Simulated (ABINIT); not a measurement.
Runs of ABINIT 10.8.3 (patched build) on ZrS2. Symmetry: P-3m1, No. 164, trigonal system. The conventional cell has a = 3.691 Å, b = 3.691 Å, c = 6.041 Å, α = 90.00°, β = 90.00°, γ = 120.00°. Zr (site symmetry -3m) is surrounded by 6 S at 2.57 Å. S (site symmetry 3m) has 3 Zr at 2.57 Å as nearest neighbours. The cell is a database's computed one.

```tsv
task	level	potentials or basis	cell	cutoff (eV)	fine-grid cutoff	cell freedom (optcell)	optimiser (ionmov)	cutoff smearing ecutsm (Ha)	force stop (Ha/bohr)	gap on the mesh (eV)	pressure (GPa)	largest force (eV/Å)
positron lifetime	PBEsol	JTH PAW PBE v2.0	as given	435	870.764 eV	-	-	-	-	1.00	-2.6	0.15
relaxation of cell and atoms	PBEsol	PseudoDojo NC SR PBEsol v0.4.1 standard	relaxed	898	-	2	2	0.5	2e-05	0.79	0.0	-
single point	PBE	PseudoDojo NC SR PBE v0.4.1 standard	as given	898	-	-	-	-	-	1.07	(a)	0.05
single point	PBEsol	PseudoDojo NC SR PBEsol v0.4.1 standard	as given	789	-	-	-	-	-	1.00	-2.6	0.15
```

Alike in all rows: no spin polarisation; k mesh 6 × 6 × 4; smearing fermi-dirac 0.05 eV.

Question: Fill in the values left out.

Answer: (a) 0.6.

Caveats: this functional lacks dispersion, which binds the layers, so the pressure and a relaxed spacing across them are unreliable; the PAW basis is incomplete for the positron (some runs); the PAW data sets were made with another functional, which shifts forces and pressure a little (some runs).

A k mesh can miss the band edges, and the runs leave out spin-orbit coupling on Zr.

Not every run made on this cell is shown here.
